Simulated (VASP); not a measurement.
Output of a VASP run:

File OSZICAR:
```
       N       E                     dE             d eps       ncg     rms          rms(c)
DAV:   1     0.734805620790E+02    0.73481E+02   -0.50267E+03   840   0.762E+02
DAV:   2    -0.187469734314E+01   -0.75355E+02   -0.70210E+02  1216   0.152E+02
DAV:   3    -0.698510580951E+01   -0.51104E+01   -0.50983E+01  1028   0.453E+01
DAV:   4    -0.702892689183E+01   -0.43821E-01   -0.43805E-01  1004   0.513E+00
DAV:   5    -0.702932266687E+01   -0.39578E-03   -0.39575E-03  1036   0.470E-01    0.171E+00
DAV:   6    -0.681918327817E+01    0.21014E+00   -0.31511E-01   920   0.293E+00    0.105E+00
DAV:   7    -0.677955465493E+01    0.39629E-01   -0.13153E-01  1036   0.189E+00    0.507E-01
DAV:   8    -0.677669888027E+01    0.28558E-02   -0.71353E-03  1040   0.555E-01    0.821E-02
DAV:   9    -0.677648920181E+01    0.20968E-03   -0.96641E-04  1068   0.186E-01    0.634E-02
DAV:  10    -0.677650123302E+01   -0.12031E-04   -0.56587E-05  1000   0.558E-02    0.134E-02
DAV:  11    -0.677650306754E+01   -0.18345E-05   -0.10588E-05  1004   0.190E-02    0.307E-03
DAV:  12    -0.677650289936E+01    0.16817E-06   -0.25321E-06   852   0.960E-03
   1 F= -.67765029E+01 E0= -.67765029E+01  d E =-.237710E-11
```

OUTCAR:
```
------------------------ aborting loop because EDIFF is reached ----------------------------------------
  FORCE on cell =-STRESS in cart. coord.  units (eV):
  Direction    XX          YY          ZZ          XY          YZ          ZX
  --------------------------------------------------------------------------------------
  Total       -0.5534411     -0.5534411     -0.5534411     -0.0000000     -0.0000000     -0.0000000
  in kB      -11.6758590    -11.6758590    -11.6758590     -0.0000000     -0.0000000     -0.0000000
  external PRESSURE =     -11.6758590 kB  Pullay stress =       0.0000000 kB
  volume of cell :       75.94
      direct lattice vectors                 reciprocal lattice vectors
     4.234782000  0.000000000  0.000000000     0.236139664  0.000000000  0.000000000
     0.000000000  4.234782000  0.000000000     0.000000000  0.236139664  0.000000000
     0.000000000  0.000000000  4.234782000     0.000000000  0.000000000  0.236139664
 POSITION                                       TOTAL-FORCE (eV/Angst)
 -----------------------------------------------------------------------------------
      0.00000      0.00000      0.00000         0.000000      0.000000      0.000000
      2.11739      2.11739      2.11739         0.000000      0.000000      0.000000
 -----------------------------------------------------------------------------------
    total drift:                                0.000000      0.000000     -0.000000
  FREE ENERGIE OF THE ION-ELECTRON SYSTEM (eV)
  ---------------------------------------------------
  free  energy   TOTEN  =        -6.7765028994 eV

  energy  without entropy=       -6.7765028994  energy(sigma->0) =       -6.77650290
```
(Selected blocks of OUTCAR.)

File POSCAR:
```
CsBr
1
    4.2347820000     0.0000000000     0.0000000000
    0.0000000000     4.2347820000     0.0000000000
    0.0000000000     0.0000000000     4.2347820000
Cs Br
1 1
Direct
  0.0000000000   0.0000000000   0.0000000000
  0.5000000000   0.5000000000   0.5000000000
```

**Question.** Reconstruct the remaining input files.

**Answer.** One answer among several that fit: the input of the run itself, LDA (Ceperley-Alder, Perdew-Zunger), plane waves, VASP's LDA PAW potentials (set 64).

INCAR:
```
! general
SYSTEM =CsBr
PREC   =Accurate
ENCUT  =300
LREAL  =F
LASPH  =T

! electronic loop
EDIFF  =1E-6
NELM   =100
ALGO   =Normal
LMAXMIX=4

! smearing
ISMEAR =0
SIGMA  =0.01

! ions
ISIF   =2

! output
LWAVE  =F
LCHARG =F
```

File KPOINTS:
```
kpoints
0
Gamma
 8 8 8
0 0 0
```

POTCAR, in this order: Cs_sv Br (LDA.64 set). Program: vasp_std.

At this cut-off the stress carries a Pulay error, which pulls relaxed volumes low.

The structure comes from a computed database's CsBr entry; how it stands against other phases isn't given here. The cell was not relaxed at this level.
